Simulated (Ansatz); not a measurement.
Take a crystal in which Hf has been replaced by Os on all its sites, with the cell rescaled by a rough guess (in some cases also distorted within its space group) and nothing relaxed:

```xyz
1
Lattice="0.0000 1.9513 1.9513 1.9513 0.0000 1.9513 1.9513 1.9513 0.0000" Properties=species:S:1:pos:R:3 pbc="T T T"
Os    0.0000    0.0000    0.0000
```

The calculation used DFT PBEsol, scalar-relativistic, plane waves, PAW in Ansatz.

Settings: cutoff 420 eV, Γ-centred mesh 18×18×18 on the computed 1-atom cell, Gaussian smearing of 0.10 eV; no spin polarisation.

(1) What pressure does the cell carry?

(2) Is it a metal on this mesh?

Spin-orbit coupling is left out, which matters for the bands of heavy elements.

## Answers

(1) The pressure is -23.3 GPa (positive in compression), so the cell would contract.

(2) Yes, a band crosses the Fermi level.

This fcc form isn't the element's structure at ambient conditions.